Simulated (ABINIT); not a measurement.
## A GW chain in ABINIT: BP (F-43m)

Wanted: ground state, empty states, screening and self-energy for BP (F-43m).

Calculated with ABINIT 10.8.3; PBE and many-body steps on it, plane waves.

Report form: the programs' logs are mostly left out.

**1. Set-up**

Symmetry: F-43m, No. 216, cubic system. The conventional cell has a = 4.538 Å, b = 4.538 Å, c = 4.538 Å, α = 90.00°, β = 90.00°, γ = 90.00°. Nearest to B lie 4 P at 1.97 Å. P has 4 B at 1.97 Å nearest. Farther neighbours are not listed.

As a file:

```cif
data_structure
_symmetry_space_group_name_H-M 'P 1'
_symmetry_Int_Tables_number 1
_cell_length_a 3.2089
_cell_length_b 3.2089
_cell_length_c 3.2089
_cell_angle_alpha 60.000
_cell_angle_beta 60.000
_cell_angle_gamma 60.000
_cell_volume 23.36
loop_
_atom_site_label
_atom_site_type_symbol
_atom_site_fract_x
_atom_site_fract_y
_atom_site_fract_z
_atom_site_occupancy
B1 B 0.00000 0.00000 0.00000 1
P2 P 0.25000 0.25000 0.25000 1
```

The cell and positions come from the Crystallography Open Database and are kept as given unless a step says otherwise.

**2. Ground state**

This step: ABINIT 10.8.3; DFT, PBE, plane waves, norm-conserving pseudopotentials.

The ground-state density comes first.

File run.abi:

```
acell 3*1.0 Angstrom
rprim 
  0.000000000000 2.269000000000 2.269000000000
  2.269000000000 0.000000000000 2.269000000000
  2.269000000000 2.269000000000 0.000000000000
ntypat 2
znucl 5 15
natom 2
typat 1 2
xred 
  0.000000000000 0.000000000000 0.000000000000
  0.250000000000 0.250000000000 0.250000000000
pp_dirpath "pseudos"
pseudos "B.upf, P.upf"
ecut 34
ngkpt 8 8 8
nshiftk 1
shiftk 0 0 0
kptopt 1
chksymbreak 0
nband 9
occopt 1
tolvrs 1e-10
nstep 60
prtwf 0
optforces 0
optstress 0
indata_prefix "in"
outdata_prefix "out"
tmpdata_prefix "tmp"
```

Run with:

```bash
$ OMP_NUM_THREADS=1 mpirun -n 4 abinit run.abi > log
```

Wall time 4.1 s (4 MPI ranks of Intel Xeon Platinum 8488C (Sapphire Rapids), shared host); peak memory 0.29 GiB; 15 s of CPU time.

Numbers from this step:

```yaml
total_energy: -269.3032 eV
gap: 1.280 eV
k_of_the_valence_top: 0, 0, 0
k_of_the_conduction_bottom: 0.375, 0.375, 0
least_direct_gap: 3.407 eV
```

The gap is indirect, with the least direct gap 2.13 eV higher.

**3. Bands along the symmetry lines**

The cheap functional maps the bands first; the places of the edges decide which points the dearer methods must see.

File run.abi:

```
acell 3*1.0 Angstrom
rprim 
  0.000000000000 2.269000000000 2.269000000000
  2.269000000000 0.000000000000 2.269000000000
  2.269000000000 2.269000000000 0.000000000000
ntypat 2
znucl 5 15
natom 2
typat 1 2
xred 
  0.000000000000 0.000000000000 0.000000000000
  0.250000000000 0.250000000000 0.250000000000
pp_dirpath "pseudos"
pseudos "B.upf, P.upf"
ecut 34
iscf -2
irdden 1
kptopt 0
nkpt 50
kpt 
  0.00000000 0.00000000 0.00000000
  -0.06250000 -0.06250000 0.00000000
  -0.12500000 -0.12500000 0.00000000
  -0.18750000 -0.18750000 0.00000000
  -0.25000000 -0.25000000 0.00000000
  -0.31250000 -0.31250000 0.00000000
  -0.37500000 -0.37500000 0.00000000
  -0.43750000 -0.43750000 0.00000000
  -0.50000000 -0.50000000 0.00000000
  -0.48437500 -0.48437500 0.03125000
  -0.46875000 -0.46875000 0.06250000
  -0.45312500 -0.45312500 0.09375000
  -0.43750000 -0.43750000 0.12500000
  -0.42187500 -0.42187500 0.15625000
  -0.40625000 -0.40625000 0.18750000
  -0.39062500 -0.39062500 0.21875000
  -0.37500000 -0.37500000 0.25000000
  -0.37500000 0.00000000 0.37500000
  -0.32812500 0.00000000 0.32812500
  -0.28125000 0.00000000 0.28125000
  -0.23437500 0.00000000 0.23437500
  -0.18750000 0.00000000 0.18750000
  -0.14062500 0.00000000 0.14062500
  -0.09375000 0.00000000 0.09375000
  -0.04687500 0.00000000 0.04687500
  0.00000000 0.00000000 0.00000000
  0.00000000 0.00000000 0.06250000
  0.00000000 0.00000000 0.12500000
  0.00000000 0.00000000 0.18750000
  0.00000000 0.00000000 0.25000000
  0.00000000 0.00000000 0.31250000
  0.00000000 0.00000000 0.37500000
  0.00000000 0.00000000 0.43750000
  0.00000000 0.00000000 0.50000000
  -0.06250000 -0.03125000 0.46875000
  -0.12500000 -0.06250000 0.43750000
  -0.18750000 -0.09375000 0.40625000
  -0.25000000 -0.12500000 0.37500000
  -0.31250000 -0.15625000 0.34375000
  -0.37500000 -0.18750000 0.31250000
  -0.43750000 -0.21875000 0.28125000
  -0.50000000 -0.25000000 0.25000000
  -0.50000000 -0.28125000 0.21875000
  -0.50000000 -0.31250000 0.18750000
  -0.50000000 -0.34375000 0.15625000
  -0.50000000 -0.37500000 0.12500000
  -0.50000000 -0.40625000 0.09375000
  -0.50000000 -0.43750000 0.06250000
  -0.50000000 -0.46875000 0.03125000
  -0.50000000 -0.50000000 0.00000000
istwfk *1
nband 11
nbdbuf 2
tolwfr 1e-08
nstep 40
prtwf 0
prtvol 0
indata_prefix "in"
outdata_prefix "out"
tmpdata_prefix "tmp"
```

It took 5 s on 4 MPI ranks; peak memory 0.27 GiB.

Numbers from this step:

- gap: 1.260 eV
- k of the valence top: 0, 0, 0
- k of the conduction bottom: -0.4375, -0.4375, 0
- least direct gap: 3.407 eV

The gap is 1.260 eV, −0.020 eV from the run before at this level.

The electronic bands at the labelled points (eV, zero at the top of the highest filled band; v1 is the highest filled band, c1 the lowest empty one):

| point | v4 | v3 | v2 | v1 | c1 | c2 | c3 | c4 |
| --- | --- | --- | --- | --- | --- | --- | --- | --- |
| Γ | -15.46 | 0.00 | 0.00 | 0.00 | 3.41 | 3.41 | 3.41 | 7.36 |
| halfway | -13.98 | -3.69 | -2.73 | -2.73 | 1.82 | 4.96 | 7.71 | 7.71 |
| X | -10.61 | -8.58 | -4.11 | -4.11 | 1.35 | 1.67 | 12.07 | 12.07 |
| halfway | -10.55 | -8.46 | -5.05 | -3.96 | 1.65 | 3.01 | 11.32 | 11.62 |
| U | -10.61 | -8.16 | -6.22 | -3.50 | 2.16 | 6.00 | 9.71 | 10.59 |
| jump to K | -10.61 | -8.16 | -6.22 | -3.50 | 2.16 | 6.00 | 9.71 | 10.59 |
| halfway | -13.81 | -4.91 | -3.87 | -1.08 | 4.56 | 5.09 | 6.13 | 8.30 |
| Γ | -15.46 | 0.00 | 0.00 | 0.00 | 3.41 | 3.41 | 3.41 | 7.36 |
| halfway | -14.35 | -4.84 | -1.12 | -1.12 | 4.00 | 4.76 | 4.76 | 9.60 |
| L | -12.14 | -9.03 | -1.76 | -1.76 | 3.78 | 4.72 | 4.72 | 10.13 |
| halfway | -11.48 | -8.44 | -4.52 | -3.11 | 4.19 | 5.20 | 8.29 | 9.77 |
| W | -10.33 | -8.05 | -5.67 | -5.47 | 5.33 | 6.77 | 7.23 | 7.45 |
| halfway | -10.48 | -8.36 | -4.93 | -4.86 | 2.90 | 3.37 | 10.21 | 10.99 |
| X | -10.61 | -8.58 | -4.11 | -4.11 | 1.35 | 1.67 | 12.07 | 12.07 |

**4. Empty states on the mesh, 6×6×6 mesh, 140 bands**

The sums over transitions need many empty states on a uniform mesh; this step solves for them.

File run.abi:

```
acell 3*1.0 Angstrom
rprim 
  0.000000000000 2.269000000000 2.269000000000
  2.269000000000 0.000000000000 2.269000000000
  2.269000000000 2.269000000000 0.000000000000
ntypat 2
znucl 5 15
natom 2
typat 1 2
xred 
  0.000000000000 0.000000000000 0.000000000000
  0.250000000000 0.250000000000 0.250000000000
pp_dirpath "pseudos"
pseudos "B.upf, P.upf"
ecut 34
ngkpt 6 6 6
nshiftk 1
shiftk 0 0 0
kptopt 1
chksymbreak 0
irdden 1
istwfk *1
nband 140
prtvol 0
optdriver 6
gwr_task "HDIAGO"
paral_kgb 0
occopt 1
indata_prefix "in"
outdata_prefix "out"
tmpdata_prefix "tmp"
```

Run time: 11 s. Hardware: 4 MPI ranks; peak memory 0.76 GiB; 42 s of CPU time.

Numbers from this step:

```
gap                                                           : 1.347 eV
k of the valence top                                          : 0, 0, 0
k of the conduction bottom                                    : 0.5, 0.5, 0
least direct gap                                              : 3.407 eV
k points computed                                             : 16
lowest point of the top converged band, above the valence top : 159.3454 eV
```

On this mesh the gap is 1.347 eV. The earlier step found 1.280 eV, so this mesh misses an edge.

**5. Screening, 6×6×6 mesh, 132 bands, screening to 239.5 eV**

The RPA dielectric matrix is built and inverted for each q.

This step: RPA screening on PBE, plane waves, norm-conserving pseudopotentials.

run.abi, as its differences from that of step 4:

```diff
@@ -20,10 +20,11 @@
 chksymbreak 0
-irdden 1
 istwfk *1
-nband 140
-prtvol 0
-optdriver 6
-gwr_task "HDIAGO"
-paral_kgb 0
 occopt 1
+irdwfk 1
+optdriver 3
+nband 132
+ecuteps 8.8
+inclvkb 2
+awtr 1
+symchi 1
 indata_prefix "in"
```

Run time: 66 s. Hardware: 4 MPI ranks; peak memory 0.92 GiB; 4.4 min of CPU time.

This step gave:

| Item | Value |
| --- | --- |
| ε∞ with local fields, on this mesh, along the program's q direction | 9.738 |
| the same without local fields | 10.65 |
| plasma frequency | 21.73 eV |
| plane waves in the screening matrix | 181 |

Local fields lower ε∞ by 9 %.

**6. Self-energy, 6×6×6 mesh, 132 bands, screening to 239.5 eV**

The self-energy is evaluated for the states that the input lists, and the levels follow from it, in one-shot runs by the linearised quasiparticle equation.

This step: G0W0 on PBE, plane waves, norm-conserving pseudopotentials.

run.abi, as its differences from that of step 5:

```diff
@@ -23,8 +23,17 @@
 irdwfk 1
-optdriver 3
+optdriver 4
 nband 132
+gwcalctyp 0
+ecutsigx 34
+symsigma 1
+nkptgw 2
+kptgw 
+  0.0000000000 0.0000000000 0.0000000000
+  0.5000000000 0.5000000000 0.0000000000
+bdgw 
+  2 7
+  3 6
 ecuteps 8.8
-inclvkb 2
-awtr 1
-symchi 1
+irdscr 1
+ppmodel 1
 indata_prefix "in"
```

Wall time 15 s (4 MPI ranks); peak memory 0.95 GiB; 58 s of CPU time.

Numbers from this step:

* G0W0 gap on the points computed: 2.063 eV
* starting gap on the mesh: 1.347 eV
* k of the valence top: 0, 0, 0
* k of the conduction bottom: 0.5, 0.5, 0
* Z at the valence top: 0.791
* Z at the conduction bottom: 0.805
* least direct G0W0 gap on the computed points: 4.280 eV

The gap on the mesh goes from 1.35 eV to 2.06 eV, a correction of +0.72 eV. The start differs from the 1.28 eV found before because the two sample other k points.

Limits: finite bands, cutoff and mesh. v1 is the top filled band, c1 the lowest empty one. The levels before and after the correction (eV, zero at the valence-band top of each column):

|  | conduction bottom | valence top |
| --- | --- | --- |
| Kohn-Sham | 1.35 | 0.00 |
| G0W0 | 2.06 | 0.00 |

|  | level | energy (eV) |
| --- | --- | --- |
| Kohn-Sham | Γ v3-v1 | 0.000 |
| Kohn-Sham | Γ c1-c3 | 3.407 |
| Kohn-Sham | (0.5 0.5 0) v2-v1 | -4.114 |
| Kohn-Sham | (0.5 0.5 0) c1 | 1.347 |
| Kohn-Sham | (0.5 0.5 0) c2 | 1.667 |
| G0W0 | Γ v3-v1 | 0.000 |
| G0W0 | Γ c1-c3 | 4.280 |
| G0W0 | (0.5 0.5 0) v2-v1 | -4.292 |
| G0W0 | (0.5 0.5 0) c1 | 2.063 |
| G0W0 | (0.5 0.5 0) c2 | 2.437 |

**7. Where the time went**

Times are wall times on 4 MPI ranks of Intel Xeon Platinum 8488C (Sapphire Rapids), shared host, good to a factor of about two.

| step | time | share | memory (GiB) |
| --- | --- | --- | --- |
| ground state | 4.1 s | 4 % | 0.29 |
| bands along the symmetry lines | 5 s | 5 % | 0.27 |
| empty states on the mesh | 11 s | 11 % | 0.76 |
| screening | 66 s | 66 % | 0.92 |
| self-energy | 15 s | 15 % | 0.95 |

**8. What came out**

| Property | Result |
| --- | --- |
| PBE gap | 1.26 eV, indirect |
| G0W0 gap on the mesh | 2.06 eV |
| G0W0 gap over the zone (rigid shift) | 1.98 eV |
| GW settings | 6×6×6 mesh, 132 bands, screening to 239.5 eV, Godby-Needs plasmon pole |
| known limits | not at the basis limit |

G0W0 moves the gap on the mesh from 1.35 eV to 2.06 eV (+0.72 eV), with Z of 0.79 and 0.81 at the edges. The mesh misses the band edges by 0.09 eV in all; a rigid shift gives 1.98 eV for the zone. Local fields lower the RPA ε∞ on this mesh from 10.65 to 9.74. Only 2 of the mesh's irreducible points were corrected, so a valley elsewhere could overtake. The dearest step here is «screening». Bands and cutoff are finite, so the gap is not at the basis limit. The miss can reach some tenths of an eV and take either sign; the mesh is an error of its own. In the G0W0 run levels were corrected at 2 k points alone, so a gap called «on the mesh» is the least over those, and an edge elsewhere would be missed. A denser mesh or path gives a starting gap of 1.26 eV: the GW mesh misses a band edge, so its gaps are not the fundamental one.

[Paths, hosts, dates, memory and timing lines, banners, echoed tables and standing remarks are left out of the program output.]

[Logs are printed without paths, hosts, clocks, repeated set-up lines and the standing remarks that a program may print on its own settings, such as how far it seeks lower states.]

[Runs of the session that timed out or met a known fault of the program may be left out.]

[Hosts, paths, dates, database ids (printed as entryN), source tags and the programs' standing remarks are cut or masked in the printed files.]

[G0W0 gaps are taken among the corrected bands and points alone; a level outside them can change the order at an edge.]

[Where Ansatz stands beside ABINIT at settings called matched, ABINIT's density can come from a denser mesh and the files from another edition; pairs whose starting gaps differed by over 0.03 eV were left out, so agreement reads better than it is.]
